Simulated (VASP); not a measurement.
# MoS2 (P6_3/mmc) in VASP: notebook, part 2 of 2

VASP 6.6.1. The steps go on from the part before.

### 3 Relaxation of cell and atoms, PBE

This run uses another cell than the first one, of 17.86 Å³/atom, 1.033 times its volume.

INCAR reads:

```
SYSTEM = MoS2
ALGO = Normal
EDIFF = 1E-6
EDIFFG = -0.01
ENCUT = 600
GGA = PE
IBRION = 2
ISIF = 3
ISMEAR = 0
KPAR = 2
LASPH = .True.
LCHARG = .False.
LREAL = .False.
LWAVE = .False.
NELM = 80
NSW = 90
PREC = Accurate
SIGMA = 0.03
```

KPOINTS reads:

```
k-points
0
Gamma
  12 12 3
  0 0 0
```

POSCAR reads:

```
MoS2
1.0
    3.1690000000      0.0000000000      0.0000000000
   -1.5845000000      2.7444345046      0.0000000000
    0.0000000000      0.0000000000     12.3240000000
Mo S
2 4
Direct
    0.3333333333      0.6666666667      0.2500000000
    0.6666666667      0.3333333333      0.7500000000
    0.3333333333      0.6666666667      0.6230000000
    0.6666666667      0.3333333333      0.1230000000
    0.3333333333      0.6666666667      0.8770000000
    0.6666666667      0.3333333333      0.3770000000
```

Potentials or basis: VASP PAW PBE potentials, release 64 (Mo_sv, S).

Started as:

```
$ cat potpaw_PBE.64/Mo_sv/POTCAR potpaw_PBE.64/S/POTCAR > POTCAR
$ mpirun -np 2 vasp_std > vasp.out
```

OUTCAR:

```text
SYSTEM = MoS2
   EDIFF = 1E-6
   EDIFFG = -0.01
   ENCUT = 600
   GGA = PE
   IBRION = 2
   ISIF = 3
   ISMEAR = 0
   LASPH = .True.
   LREAL = .False.
   NELM = 80
   NSW = 90
   PREC = Accurate

 ion  position               nearest neighbor table
   1  0.333  0.667  0.250-   4 2.41   6 2.41   4 2.41   6 2.41   4 2.41   6 2.41
   2  0.667  0.333  0.750-   3 2.41   5 2.41   3 2.41   5 2.41   3 2.41   5 2.41
   3  0.333  0.667  0.623-   2 2.41   2 2.41   2 2.41
   4  0.667  0.333  0.123-   1 2.41   1 2.41   1 2.41
   5  0.333  0.667  0.877-   2 2.41   2 2.41   2 2.41
   6  0.667  0.333  0.377-   1 2.41   1 2.41   1 2.41

  LATTYP: Found a hexagonal cell.
 ALAT       =     3.1690000000
 C/A-ratio  =     3.8889239508

  Lattice vectors:

 A1 = (   3.1690000000,   0.0000000000,   0.0000000000)
 A2 = (  -1.5845000000,   2.7444345046,   0.0000000000)
 A3 = (   0.0000000000,   0.0000000000,  12.3240000000)

[... 1129 lines left out ...]

[... ionic steps 4 to 27 ...]

--------------------------------------- Ionic step       28  -------------------------------------------

 number of electron      51.9999993 magnetization

------------------------ aborting loop because EDIFF is reached ----------------------------------------
[... 75 lines left out ...]
--------------------------------------- Ionic step       30  -------------------------------------------

 number of electron      51.9999998 magnetization

 Free energy of the ion-electron system (eV)
  ---------------------------------------------------
  ext. energy  EPLUGINS =         0.00000000
  ---------------------------------------------------
  free energy    TOTEN  =       -43.70784108 eV

  energy without entropy =      -43.70784108  energy(sigma->0) =      -43.70784108

 E-fermi :   5.3807     XC(G=0):  -9.6762

 val. band max:        5.1963385657   @ k =   0.0000   0.0000   0.0000
 cond. band min:       6.6034017631   @ k =   0.3333   0.3333   0.0000
 fundamental gap:      1.4070631973
 Fermi energy:         5.3807392212

 k-point     1 :       0.0000    0.0000    0.0000
  band No.  band energies     occupation
      1     -55.9307      2.00000
      2     -55.9307      2.00000
      3     -30.0691      2.00000
      4     -30.0691      2.00000
      5     -29.8667      2.00000
      6     -29.8667      2.00000
[... 840 lines left out ...]
  FREE ENERGIE OF THE ION-ELECTRON SYSTEM (eV)
  ---------------------------------------------------
  free  energy   TOTEN  =       -43.7078410790 eV

  energy  without entropy=      -43.7078410790  energy(sigma->0) =      -43.70784108

 reached required accuracy - stopping structural energy minimisation
```

Wall time 18 min (2 MPI ranks of Intel Xeon Platinum 8488C (Sapphire Rapids), shared host); peak memory 0.34 GiB.

Results:

```
Free energy                            : -43.7078 eV
Relaxed volume                         : 20.97 Å³/atom
Relaxed cell                           : a = 3.184 Å, b = 3.184 Å, c = 14.332 Å, α = 90.00°, β = 90.00°, γ = 120.00°
Space group after relaxing (to 0.05 Å) : P6_3/mmc (No. 194)
Energy gained by relaxing              : 15.4 meV/atom
Ionic steps                            : 30
Pressure after relaxing                : 0.0 GPa
Largest force after relaxing           : 0.004 eV/Å
Band gap on the k mesh                 : 1.41 eV, indirect (least direct gap 1.67 eV)
```

Forces in eV/Å, atoms in the order of the input:
```
Mo   0.000  0.000  0.000
Mo   0.000  0.000  0.000
S    0.000  0.000  0.004
S    0.000  0.000  0.004
S    0.000  0.000 -0.004
S    0.000  0.000 -0.004
```

Step by step:
```csv
step,energy change (eV),largest force (eV/Å),pressure (GPa),volume (Å³)
1,0.0000,0.0787,1.84,107.18
2,-0.0015,0.4792,-2.05,110.41
3,-0.0099,0.2915,-0.20,108.85
4,-0.0225,0.1768,-0.19,109.79
5,-0.0311,0.0806,-0.02,111.87
6,-0.0372,0.0753,-0.07,112.36
7,-0.0525,0.0618,-0.21,113.84
8,-0.0728,0.0454,-0.31,116.80
9,-0.0894,0.0720,0.00,122.66
10,-0.0911,0.0964,0.25,125.35
11,-0.0851,0.2081,1.01,130.70
12,-0.0031,0.7818,-4.25,137.63
13,-0.0890,0.0200,-0.02,131.94
14,-0.0890,0.0240,-0.02,131.91
15,-0.0880,0.1176,0.51,131.31
16,-0.0890,0.0279,0.02,131.89
17,-0.0891,0.0208,0.05,131.65
18,-0.0893,0.0069,0.11,131.20
19,-0.0894,0.0015,0.08,131.16
20,-0.0896,0.0140,-0.03,131.05
21,-0.0898,0.0453,-0.24,130.82
22,-0.0898,0.0443,-0.23,130.77
23,-0.0900,0.0396,-0.23,130.62
24,-0.0903,0.0301,-0.23,130.30
25,-0.0908,0.0114,-0.21,129.68
26,-0.0912,0.0293,-0.14,128.43
27,-0.0915,0.0344,-0.06,127.89
28,-0.0920,0.0509,0.22,126.28
29,-0.0923,0.0121,-0.04,125.77
30,-0.0923,0.0037,0.00,125.84
```

Final structure:
```
Mo S
1.0
     3.18414    0.00000    0.00000
    -1.59207    2.75755    0.00000
     0.00000    0.00000   14.33217
Mo S
2 4
Cartesian
  0.0000 1.8384 3.5830
  1.5921 0.9192 10.7491
  0.0000 1.8384 9.1868
  1.5921 0.9192 2.0207
  0.0000 1.8384 12.3115
  1.5921 0.9192 5.1454
```

Caveat: the volume moved by over 15 % at a fixed basis, so the end points are rough; an odd mesh through Γ misses points on the zone boundary, where band edges often lie; this functional lacks dispersion, which binds the layers, so the pressure and a relaxed spacing across them are unreliable, and here the layers came unbound; the volume moved by +17 % from the deposited cell, more than functionals usually miss.

### 4 Relaxation of cell and atoms, PBE

This run uses another cell than the first one, of 20.97 Å³/atom, 1.212 times its volume.

Changes to INCAR since step 3:

```diff
@@ -2,4 +2,4 @@
 ALGO = Normal
-EDIFF = 1E-6
-EDIFFG = -0.01
+EDIFF = 1E-7
+EDIFFG = -0.005
 ENCUT = 600
```

KPOINTS is that of step 3.

POSCAR reads:

```
MoS2                                    
1.0
    3.1841422938      0.0000000000      0.0000000000
   -1.5920711469      2.7575481157     -0.0000000000
    0.0000000000     -0.0000000000     14.3321729865
  Mo              S             
     2     4
Direct
     0.3333333332999970    0.6666666667000030    0.2500000000000000
     0.6666666667000030    0.3333333332999970    0.7500000000000000
     0.3333333332999970    0.6666666667000030    0.6409914011311042
     0.6666666667000030    0.3333333332999970    0.1409914011311040
     0.3333333332999970    0.6666666667000030    0.8590085988688958
     0.6666666667000030    0.3333333332999970    0.3590085988688960
```

Potentials or basis: VASP PAW PBE potentials, release 64 (Mo_sv, S).

Started as:

```
$ cat potpaw_PBE.64/Mo_sv/POTCAR potpaw_PBE.64/S/POTCAR > POTCAR
$ mpirun -np 2 vasp_std > vasp.out
```

OUTCAR:

```text
SYSTEM = MoS2
   EDIFF = 1E-7
   EDIFFG = -0.005
   ENCUT = 600
   GGA = PE
   IBRION = 2
   ISIF = 3
   ISMEAR = 0
   LASPH = .True.
   LREAL = .False.
   NELM = 80
   NSW = 90
   PREC = Accurate

 ion  position               nearest neighbor table
   1  0.333  0.667  0.250-   4 2.41   6 2.41   4 2.41   6 2.41   4 2.41   6 2.41
   2  0.667  0.333  0.750-   3 2.41   5 2.41   3 2.41   5 2.41   3 2.41   5 2.41
   3  0.333  0.667  0.641-   2 2.41   2 2.41   2 2.41
   4  0.667  0.333  0.141-   1 2.41   1 2.41   1 2.41
   5  0.333  0.667  0.859-   2 2.41   2 2.41   2 2.41
   6  0.667  0.333  0.359-   1 2.41   1 2.41   1 2.41

[... 1028 lines left out ...]
  Total        0.0129462      0.0129462     -0.0094877      0.0000000      0.0000000      0.0000000
  in kB        0.1648258      0.1648258     -0.1207940      0.0000000      0.0000000      0.0000000
  external PRESSURE =       0.0696192 kB  Pullay stress =       0.0000000 kB

 VOLUME and BASIS-vectors are now :
 -----------------------------------------------------------------------------
  energy-cutoff  :      600.00
  volume of cell :      125.84
      direct lattice vectors                 reciprocal lattice vectors
     3.184142294  0.000000000  0.000000000     0.314056316  0.181320499  0.000000000
    -1.592071147  2.757548116  0.000000000     0.000000000  0.362640998  0.000000000
     0.000000000  0.000000000 14.332172986     0.000000000  0.000000000  0.069773090

 POSITION                                       TOTAL-FORCE (eV/Angst)
 -----------------------------------------------------------------------------------
     -0.00000      1.83837      3.58304         0.000000     -0.000000      0.000000
      1.59207      0.91918     10.74913        -0.000000      0.000000      0.000000
     -0.00000      1.83837      9.18680         0.000000     -0.000000      0.004330
      1.59207      0.91918      2.02071        -0.000000      0.000000      0.004330
     -0.00000      1.83837     12.31146         0.000000     -0.000000     -0.004330
      1.59207      0.91918      5.14537        -0.000000      0.000000     -0.004330
 -----------------------------------------------------------------------------------
    total drift:                               -0.000000      0.000000     -0.000000

  FREE ENERGIE OF THE ION-ELECTRON SYSTEM (eV)
  ---------------------------------------------------
  free  energy   TOTEN  =       -43.7159595520 eV

  energy  without entropy=      -43.7159595520  energy(sigma->0) =      -43.71595955

 reached required accuracy - stopping structural energy minimisation
```

OSZICAR:

```text
N       E                     dE             d eps       ncg     rms          rms(c)
DAV:   1     0.488003805142E+03    0.48800E+03   -0.31395E+04  2636   0.174E+03
DAV:   2    -0.183540444172E+02   -0.50636E+03   -0.49584E+03  2955   0.406E+02
DAV:   3    -0.460451007518E+02   -0.27691E+02   -0.27499E+02  3078   0.826E+01
DAV:   4    -0.467327238530E+02   -0.68762E+00   -0.68602E+00  2906   0.128E+01
DAV:   5    -0.467558485982E+02   -0.23125E-01   -0.23118E-01  3161   0.216E+00    0.333E+01
DAV:   6    -0.445177417867E+02    0.22381E+01   -0.24469E+01  2638   0.257E+01    0.131E+01
DAV:   7    -0.440343067591E+02    0.48344E+00   -0.10079E+01  2682   0.161E+01    0.796E+00
DAV:   8    -0.437144333507E+02    0.31987E+00   -0.15183E+00  3135   0.683E+00    0.259E+00
DAV:   9    -0.437241168169E+02   -0.96835E-02   -0.15327E-01  3250   0.185E+00    0.127E+00
DAV:  10    -0.437159874670E+02    0.81293E-02   -0.67166E-02  2908   0.141E+00    0.301E-01
DAV:  11    -0.437159874443E+02    0.22698E-07   -0.28228E-03  2967   0.312E-01    0.152E-01
DAV:  12    -0.437159196294E+02    0.67815E-04   -0.76031E-04  3113   0.139E-01    0.470E-02
DAV:  13    -0.437159538918E+02   -0.34262E-04   -0.21786E-04  2894   0.779E-02    0.239E-02
DAV:  14    -0.437159578370E+02   -0.39452E-05   -0.18887E-05  2895   0.267E-02    0.701E-03
DAV:  15    -0.437159595897E+02   -0.17527E-05   -0.49801E-06  3021   0.101E-02    0.453E-03
DAV:  16    -0.437159594750E+02    0.11466E-06   -0.19269E-06  3167   0.781E-03    0.158E-03
DAV:  17    -0.437159595520E+02   -0.77011E-07   -0.11438E-07  1958   0.202E-03
   1 F= -.43715960E+02 E0= -.43715960E+02  d E =-.437160E+02
```

Run time: 82 s. Hardware: 2 MPI ranks of Intel Xeon Platinum 8488C (Sapphire Rapids), shared host; peak memory 0.37 GiB.

What came out:

- Free energy: -43.7160 eV
- Pressure after relaxing: 0.0 GPa
- Largest force after relaxing: 0.004 eV/Å
- Band gap on the k mesh: 1.41 eV, indirect (least direct gap 1.67 eV)

Forces in eV/Å, atoms in the order of the input:
```
Mo   0.000  0.000  0.000
Mo   0.000  0.000  0.000
S    0.000  0.000  0.004
S    0.000  0.000  0.004
S    0.000  0.000 -0.004
S    0.000  0.000 -0.004
```

Final structure:
```
CELL_PARAMETERS angstrom
3.18414 0.00000 0.00000
-1.59207 2.75755 0.00000
0.00000 0.00000 14.33217
ATOMIC_POSITIONS crystal
Mo 0.33333 0.66667 0.25000
Mo 0.66667 0.33333 0.75000
S 0.33333 0.66667 0.64099
S 0.66667 0.33333 0.14099
S 0.33333 0.66667 0.85901
S 0.66667 0.33333 0.35901
```

Caveat: the relaxation stopped at its first step, so nothing moved; an odd mesh through Γ misses points on the zone boundary, where band edges often lie; this functional lacks dispersion, which binds the layers, so the pressure and a relaxed spacing across them are unreliable.

### 5 Relaxation of cell and atoms, LDA

This run uses another cell than the first one, of 17.86 Å³/atom, 1.033 times its volume.

INCAR reads:

```
SYSTEM = MoS2
PREC = Accurate
ENCUT = 600
EDIFF = 1E-6
ISMEAR = 0
SIGMA = 0.03
LREAL = .False.
LASPH = .True.
NELM = 80
ALGO = Normal
ISIF = 3
LWAVE = .False.
LCHARG = .False.
IBRION = 2
NSW = 90
EDIFFG = -0.01
KPAR = 2
```

KPOINTS reads:

```
regular mesh
0
Gamma
  12 12 3
  0 0 0
```

POSCAR reads:

```
MoS2
1.0
    3.1690000000      0.0000000000      0.0000000000
   -1.5845000000      2.7444345046      0.0000000000
    0.0000000000      0.0000000000     12.3240000000
Mo S
2 4
Direct
    0.3333333333      0.6666666667      0.2500000000
    0.6666666667      0.3333333333      0.7500000000
    0.3333333333      0.6666666667      0.6230000000
    0.6666666667      0.3333333333      0.1230000000
    0.3333333333      0.6666666667      0.8770000000
    0.6666666667      0.3333333333      0.3770000000
```

Potentials or basis: VASP PAW LDA potentials, release 64 (Mo_sv, S).

Started as:

```
$ cat potpaw_LDA.64/Mo_sv/POTCAR potpaw_LDA.64/S/POTCAR > POTCAR
$ mpirun -np 2 vasp_std > vasp.out
```

OUTCAR:

```text
SYSTEM = MoS2
   PREC = Accurate
   ENCUT = 600
   EDIFF = 1E-6
   ISMEAR = 0
   LREAL = .False.
   LASPH = .True.
   NELM = 80
   ISIF = 3
   IBRION = 2
   NSW = 90
   EDIFFG = -0.01

 ion  position               nearest neighbor table
   1  0.333  0.667  0.250-   4 2.41   6 2.41   4 2.41   6 2.41   4 2.41   6 2.41
   2  0.667  0.333  0.750-   3 2.41   5 2.41   3 2.41   5 2.41   3 2.41   5 2.41
   3  0.333  0.667  0.623-   2 2.41   2 2.41   2 2.41
   4  0.667  0.333  0.123-   1 2.41   1 2.41   1 2.41
   5  0.333  0.667  0.877-   2 2.41   2 2.41   2 2.41
   6  0.667  0.333  0.377-   1 2.41   1 2.41   1 2.41

  LATTYP: Found a hexagonal cell.
 ALAT       =     3.1690000000
 C/A-ratio  =     3.8889239508

  Lattice vectors:

[... 398 lines left out ...]
  ext. energy  EPLUGINS =         0.00000000
  ---------------------------------------------------
  free energy    TOTEN  =       -48.96140257 eV

  energy without entropy =      -48.96140257  energy(sigma->0) =      -48.96140257

 E-fermi :   8.2201     XC(G=0): -11.3759

 val. band max:        8.0515286647   @ k =   0.0000   0.0000   0.0000
 cond. band min:       8.7881312650   @ k =   0.1667   0.1667   0.0000
 fundamental gap:      0.7366026002
 Fermi energy:         8.2200689685

 k-point     1 :       0.0000    0.0000    0.0000
  band No.  band energies     occupation
      1     -53.1296      2.00000
      2     -53.1296      2.00000
      3     -27.5215      2.00000
      4     -27.5213      2.00000
      5     -27.2326      2.00000
      6     -27.2326      2.00000
[... 805 lines left out ...]
     30       9.9150      0.00000
     31      10.8102      0.00000

 [... further k-points ...]

------------------------ aborting loop because EDIFF is reached ----------------------------------------

  FORCE on cell =-STRESS in cart. coord.  units (eV):
  Direction    XX          YY          ZZ          XY          YZ          ZX
  --------------------------------------------------------------------------------------
  -------------------------------------------------------------------------------------
  Total       -0.0499993     -0.0499993     -0.0574851      0.0000000      0.0000000      0.0000000
  in kB       -0.7849624     -0.7849624     -0.9024860      0.0000000      0.0000000      0.0000000
  external PRESSURE =      -0.8241369 kB  Pullay stress =       0.0000000 kB
[... 21 lines left out ...]
  FREE ENERGIE OF THE ION-ELECTRON SYSTEM (eV)
  ---------------------------------------------------
  free  energy   TOTEN  =       -48.9614025702 eV

  energy  without entropy=      -48.9614025702  energy(sigma->0) =      -48.96140257

 reached required accuracy - stopping structural energy minimisation
```

It took 11 min on 2 MPI ranks of Intel Xeon Platinum 8488C (Sapphire Rapids), shared host; peak memory 0.29 GiB.

Results:

| Item | Value |
| --- | --- |
| Free energy | -48.9614 eV |
| Relaxed volume | 17.01 Å³/atom |
| Relaxed cell | a = 3.124 Å, b = 3.124 Å, c = 12.075 Å, α = 90.00°, β = 90.00°, γ = 120.00° |
| Space group after relaxing (to 0.05 Å) | P6_3/mmc (No. 194) |
| Energy gained by relaxing | 12.1 meV/atom |
| Ionic steps | 11 |
| Pressure after relaxing | -0.1 GPa |
| Largest force after relaxing | 0.008 eV/Å |
| Band gap on the k mesh | 0.74 eV, indirect (least direct gap 1.76 eV) |

Forces on the atoms (eV/Å):
```
Mo   0.000  0.000  0.000
Mo   0.000  0.000  0.000
S    0.000  0.000  0.008
S    0.000  0.000  0.008
S    0.000  0.000 -0.008
S    0.000  0.000 -0.008
```

Step by step:
```
step  energy change (eV)  largest force (eV/Å)  pressure (GPa)  volume (Å³)
   1              0.0000                0.4650           -5.54       107.18
   2              0.2140                1.6299           12.97        97.88
   3             -0.0641                0.1484           -0.35       104.03
   4             -0.0642                0.1606           -0.23       103.97
   5             -0.0691                0.0352           -0.06       103.40
   6             -0.0691                0.0373           -0.06       103.41
   7             -0.0696                0.0329           -0.09       103.29
   8             -0.0709                0.0217           -0.09       102.95
   9             -0.0722                0.0013           -0.09       102.26
  10             -0.0723                0.0102           -0.08       102.01
  11             -0.0723                0.0084           -0.08       102.05
```

Final structure:
```cif
data_structure
_symmetry_space_group_name_H-M 'P 1'
_symmetry_Int_Tables_number 1
_cell_length_a 3.1240
_cell_length_b 3.1240
_cell_length_c 12.0745
_cell_angle_alpha 90.000
_cell_angle_beta 90.000
_cell_angle_gamma 120.000
_cell_volume 102.05
loop_
_atom_site_label
_atom_site_type_symbol
_atom_site_fract_x
_atom_site_fract_y
_atom_site_fract_z
_atom_site_occupancy
Mo1 Mo 0.33333 0.66667 0.25000 1
Mo2 Mo 0.66667 0.33333 0.75000 1
S1 S 0.33333 0.66667 0.62124 1
S2 S 0.66667 0.33333 0.12124 1
S3 S 0.33333 0.66667 0.87876 1
S4 S 0.66667 0.33333 0.37876 1
```

Levels at points of the mesh, in eV from the valence-band top:
| k point | band 24 | band 25 | band 26 | band 27 | band 28 | band 29 |
| --- | --- | --- | --- | --- | --- | --- |
| (0.00, 0.00, 0.00) | -1.40 | -1.14 | 0.00 | 2.14 | 2.14 | 2.17 |
| (0.50, 0.00, 0.00) | -1.53 | -1.51 | -1.39 | 1.66 | 1.71 | 2.01 |

Caveat: an odd mesh through Γ misses points on the zone boundary, where band edges often lie.

### 6 Summary

```csv
level,potentials or basis,gap on the mesh (eV),pressure (GPa)
PBE+D3(BJ),"VASP PAW PBE potentials, release 64 (Mo_sv, S)",0.80,0.0
PBE,"VASP PAW PBE potentials, release 64 (Mo_sv, S)",1.41,0.0
LDA,"VASP PAW LDA potentials, release 64 (Mo_sv, S)",0.74,-0.1
```

Alike in all rows: task relaxation of cell and atoms; no spin polarisation; cell relaxed; k mesh 12 × 12 × 3; cutoff (eV) 600; smearing gaussian 0.03 eV.

Caveats: an odd mesh through Γ misses points on the zone boundary, where band edges often lie; the relaxation stopped at its first step, so nothing moved (some runs); this functional lacks dispersion, which binds the layers, so the pressure and a relaxed spacing across them are unreliable (some runs).

Absolute energies hang on the potentials; compare differences alone.
